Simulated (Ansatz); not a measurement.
What strain does to CaSe (rocksalt)

CaSe (rocksalt), relaxed with r2SCAN in the plane-wave code Ansatz. It is cubic, Fm-3m (No. 225); a = 5.935 Å in the conventional setting, 26.13 Å³ an atom. Ca has 6 Se at 2.97 Å; Se has 6 Ca at 2.97 Å.

The axes x, y and z are those of this cell:
```yaml
crystal:
  lattice:
    - [0.00000, 2.96754, 2.96754]
    - [2.96754, 0.00000, 2.96754]
    - [2.96754, 2.96754, 0.00000]
  atoms:
    - { symbol: Ca, position: [0.00000, 0.00000, 0.00000] }
    - { symbol: Se, position: [0.50000, 0.50000, 0.50000] }
```

Unstrained: PBE gives an indirect gap of 2.057 eV, from Γ to X; the least direct gap is 2.980 eV at X. With r2SCAN the valence top lies at Γ and the conduction bottom at X, 2.518 eV higher; the smallest vertical gap, at X, is 3.458 eV. HSE06 gives an indirect gap of 2.999 eV, from Γ to X; the least direct gap is 4.032 eV at X. Meshes: PBE 8×8×8, r2SCAN 8×8×8, HSE06 6×6×6. Strains are changes of length per length. After each strain the atoms were relaxed again with r2SCAN within the symmetry that the strain leaves, so tilts or polar shifts that break it weren't tested; points keep the names that they have in the unstrained zone. The values are computed, spin-unpolarised, and not measurements.

Changes of the least gap in eV (an overlap counts as a negative gap):
```csv
strain,volume change (%),space group,PBE,r2SCAN,HSE06,"energy rise, r2SCAN (meV/atom)"
uniaxial +3.27 % along x,+3.3,I4/mmm,+0.067,+0.065,+0.067,8.9
uniaxial +3.16 % along [111],+3.2,R-3m,+0.004,+0.001,+0.006,7.4
uniaxial -1.95 % along z,-2.0,I4/mmm,-0.061,-0.064,-0.061,3.9
```

Uniaxial +3.27 % along x, other directions held. HSE06: the gap goes from 2.999 to 3.066 eV (+0.067 eV). Stress change with r2SCAN, compression positive: xx -3.10, yy -0.62, zz -0.62 GPa.

Uniaxial +3.16 % along [111], other directions held. HSE06: the gap goes from 2.999 to 3.005 eV (+0.006 eV); with r2SCAN the top three valence levels at Γ, degenerate before, become 2+1 from the top over 184 meV. Stress change with r2SCAN, compression positive: xx -1.53, yy -1.53, zz -1.53, xy -0.64, xz -0.64, yz -0.64 GPa.

Uniaxial -1.95 % along z, other directions held. HSE06: the gap goes from 2.999 to 2.938 eV (-0.061 eV); with r2SCAN the top three valence levels at Γ, degenerate before, become 1+2 from the top over 12 meV. Stress change with r2SCAN, compression positive: xx +0.40, yy +0.40, zz +2.56 GPa.

Spin-orbit coupling is left out.

The meshes of the hybrids are coarse, so their gaps aren't converged to the digits shown.

The splittings at Γ are without spin-orbit coupling, which regroups them where it is of like size or larger.
